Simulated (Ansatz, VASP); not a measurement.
## One calculation of CdSe, two programs

File INCAR:

```
SYSTEM = CdSe
PREC     = Accurate       ! precision mode
ENCUT    = 600            ! plane-wave cutoff, eV
EDIFF    = 1E-6           ! SCF threshold, eV
ISMEAR   = 0              ! smearing method
SIGMA    = 0.02           ! smearing width, eV
LREAL    = .FALSE.        ! projectors in reciprocal space
LASPH    = .TRUE.         ! aspherical terms in the spheres
NELM     = 100            ! most SCF steps
ALGO     = Normal         ! electronic algorithm
ISIF     = 3              ! what is computed and relaxed
LWAVE    = .FALSE.        ! write WAVECAR
LCHARG   = .FALSE.        ! write CHGCAR
GGA      = PE             ! functional
IBRION   = 2              ! ionic algorithm
NSW      = 100            ! ionic steps
EDIFFG   = -0.002         ! ionic threshold
```

KPOINTS

```
regular mesh
0
G
  10 10 10
  0 0 0
```

Contents of POSCAR:

```
CdSe
1.0
    0.0000000000      3.0702711986      3.0702711986
    3.0702711986      0.0000000000      3.0702711986
    3.0702711986      3.0702711986      0.0000000000
Cd Se
1 1
Direct
    0.0000000000      0.0000000000      0.0000000000
    0.7500000000      0.7500000000      0.7500000000
```

Input for Ansatz:

```yaml
crystal:
  lattice:
    - [0.0, 3.0702711986, 3.0702711986]
    - [3.0702711986, 0.0, 3.0702711986]
    - [3.0702711986, 3.0702711986, 0.0]
  atoms:
    - { symbol: Cd, position: [0.0, 0.0, 0.0] }
    - { symbol: Se, position: [0.75, 0.75, 0.75] }
basis:
  ecutwfc: 420
kpoints:
  mp_grid: { grid: [10, 10, 10] }
hamiltonian:
  xc: pbe
scf:
  occupations: { method: gaussian, width: 0.02 }
  mixing: { beta: 0.2 }
  n_extra_bands: 16
output:
  forces: true
  stress: true
  eigenvalues: true
  write_density: true
  write_potential: true
  elf: true
  volumetric_format: npy
relax:
  adjacent_minimum: "off"
  f_tol: 0.002
  max_steps: 80
  cell: { stress_tol: 0.02 }
```

Measurements of this composition are mostly on another form, of space group No. 186.

Alike in both runs: task relaxation of cell and atoms; functional PBE; k mesh 10 × 10 × 10; occupations gaussian, width 0.02 eV; no spin polarisation.

|  | VASP | Ansatz |
| --- | --- | --- |
| version | VASP 6.6.1 | Ansatz 0.2.0 |
| potentials or method | VASP PAW PBE potentials, release 64 (Cd, Se) | scalar-relativistic, plane waves, PAW |
| plane-wave cutoff (eV) | 600 | 420 |
| valence electrons in the cell | 18 | 36 |

|  | VASP | Ansatz | Ansatz less VASP |
| --- | --- | --- | --- |
| gap on the k mesh at the Fermi level, each at its own relaxed structure (eV) | 0.48 | 0.49 | +0.010 |
| relaxed volume (Å³/atom) | 29.87 | 29.75 | -0.121 |
| relaxed cell length with the largest relative difference (Å) | 4.388 | 4.382 | -0.0059 |
| energy change over the relaxation (meV/atom) | -4 | -3 | +1.2 |

The two sets of potentials don't hold the same shells in valence.
